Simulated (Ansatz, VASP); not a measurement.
# Cu: VASP beside Ansatz

```
Cu
1.0
     0.00000    1.80750    1.80750
     1.80750    0.00000    1.80750
     1.80750    1.80750    0.00000
Cu
1
Direct
  0.00000 0.00000 0.00000
```

Alike in both runs: task relaxation of cell and atoms; functional PBE; k mesh 13 × 13 × 13; occupations fermi-dirac, width 0.05 eV; no spin polarisation.

```csv
,VASP,Ansatz
version,VASP 6.6.1,Ansatz 0.2.0
potentials or method,"VASP PAW PBE potentials, release 64 (Cu)",Ansatz PAW
plane-wave cutoff (eV),580,420
valence electrons in the cell,11,19
```

|  | VASP | Ansatz | Ansatz less VASP |
| --- | --- | --- | --- |
| relaxed volume (Å³/atom) | 12.00 | 11.95 | -0.051 |
| relaxed cell length with the largest relative difference (Å) | 2.570 | 2.566 | -0.0036 |
| energy change over the relaxation (meV/atom) | -1 | -1 | +0.6 |

The two sets of potentials don't hold the same shells in valence.

Caveats: the plane-wave basis is chosen anew once the cell has moved, so the energies of steps on either side of that aren't comparable (Ansatz). PBE usually gives volumes a little too large and moduli too small. Zero-point motion and thermal expansion aren't in these numbers.
